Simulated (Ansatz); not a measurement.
## A crystal of composition N2 at more than one level of theory

Plane-wave PAW calculations in Ansatz, scalar-relativistic unless spin-orbit coupling is named; Γ-centred meshes, relaxations with the symmetry kept. Pressure is positive in compression. No spin polarisation at the first level.

Cutoff 420 eV; k points 6×6×4 on the computed 4-atom cell (Γ-centred); Gaussian smearing, width 0.02 eV; no spin polarisation.

Structure relaxed with PBE+D3(BJ):

```xyz
4
Lattice="4.0948 0.0000 0.0000 0.0000 4.0948 0.0000 0.0000 0.0000 5.3225" Properties=species:S:1:pos:R:3 pbc="T T T"
N     3.7053    3.7053    0.0000
N     2.4369    1.6579    2.6612
N     0.3895    0.3895    0.0000
N     1.6579    2.4369    2.6612
```

What changes with PBE (relaxed anew)?

```tsv
level	cell	cutoff (eV)	k mesh	primitive cell	V (Å³/atom)	P (GPa; residual where relaxed)	gap on mesh (eV)
PBE+D3(BJ)	relaxed	420	6×6×4	a = 4.09 Å, b = 4.09 Å, c = 5.32 Å, α = 90.00°, β = 90.00°, γ = 90.00°	22.3	-0.01	6.98
PBE	relaxed	420	6×6×4	a = 4.46 Å, b = 4.46 Å, c = 5.80 Å, α = 90.00°, β = 90.00°, γ = 90.00°	28.9	0.01	7.41
```

The volumes differ by 30 %: in a crystal of weakly bound units the cell follows the treatment of dispersion, and a level without it swells.

Cost: 2 runs of about 0.69 core-minutes in all, on Arm Neoverse V2 (shared hosts).